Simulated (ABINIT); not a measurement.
Sn:

```
Sn
1.0
    -2.02919    2.02919    1.66076
     2.02919   -2.02919    1.66076
     2.02919    2.02919   -1.66076
Sn
1
Direct
  0.00000 0.00000 0.00000
```

This isn't the form of Sn at room conditions, which is tetragonal (white tin).

| Property | Result |
| --- | --- |
| Program | ABINIT 10.8.3 (patched build) |
| Task | relaxation of cell and atoms |
| Functional | PBE |
| Potentials or basis | JTH PAW PBE v2.0 |
| Cutoff | 599 eV |
| k mesh | 10 × 10 × 10 |
| Occupations | fermi-dirac, width 0.05 eV |
| Spin | no spin polarisation |

At the start: pressure 1.0 GPa; volume 27.35 Å³/atom.

Question: Where does the relaxation end?

Answer: Over 3 steps the energy falls by 2.8 meV/atom and the volume is 27.91 Å³/atom (+2.0 %); space group I4/mmm (No. 139, to 0.05 Å).

The path:
| step | energy change (eV) | largest force (eV/Å) | pressure (GPa) | volume (Å³) |
| --- | --- | --- | --- | --- |
| 1 | 0.0000 | 0.0000 | 1.01 | 27.35 |
| 2 | -0.0016 | 0.0000 | 0.62 | 27.56 |
| 3 | -0.0028 | 0.0000 | -0.02 | 27.91 |

Final structure:
```
Sn
1.0
    -2.03661    2.03661    1.68237
     2.03661   -2.03661    1.68237
     2.03661    2.03661   -1.68237
Sn
1
Direct
  0.00000 0.00000 0.00000
```

Caveat: the log and the count of SCF iterations are those of the last ABINIT call alone.
